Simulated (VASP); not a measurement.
NiO, 2 atoms in the cell. The structure is trigonal, space group R-3m (No. 166). The conventional cell has a = 2.876 Å, b = 2.876 Å, c = 6.992 Å, α = 90.00°, β = 90.00°, γ = 120.00°. Ni (site symmetry -3m) has 6 O at 2.03 Å as nearest neighbours. O (site symmetry -3m) is surrounded by 6 Ni at 2.03 Å. The cell was built by a generator and needn't be a form met in nature.

- Program: VASP 6.6.1
- Task: single point
- Functional: PBE
- Potentials or basis: VASP PAW PBE potentials, release 64 (Ni, O)
- Cutoff: 450 eV
- k mesh: 9 × 9 × 9
- Occupations: gaussian, width 0.02 eV
- Spin: collinear spin, ferromagnetic start
- Starting moments: [2.0, 0.0] μB
- Further INCAR settings: ALGO = Fast; EDIFF = 1e-07; NBANDS = 19

Potentials or basis: VASP PAW PBE potentials, release 64 (Ni, O).

Command:

```sh
$ cat potpaw_PBE.64/Ni/POTCAR potpaw_PBE.64/O/POTCAR > POTCAR
$ mpirun -np 1 vasp_std > vasp.out
```

Hardware: 1 thread of Intel(R) Xeon(R) 6975P-C (Granite Rapids), on a shared host.

Task: Estimate the wall time of this run.

Result: Run time: 32 s on 1 thread of Intel(R) Xeon(R) 6975P-C (Granite Rapids) (shared host), peak memory 0.16 GiB. Counts: scf iterations 24, k points 85.
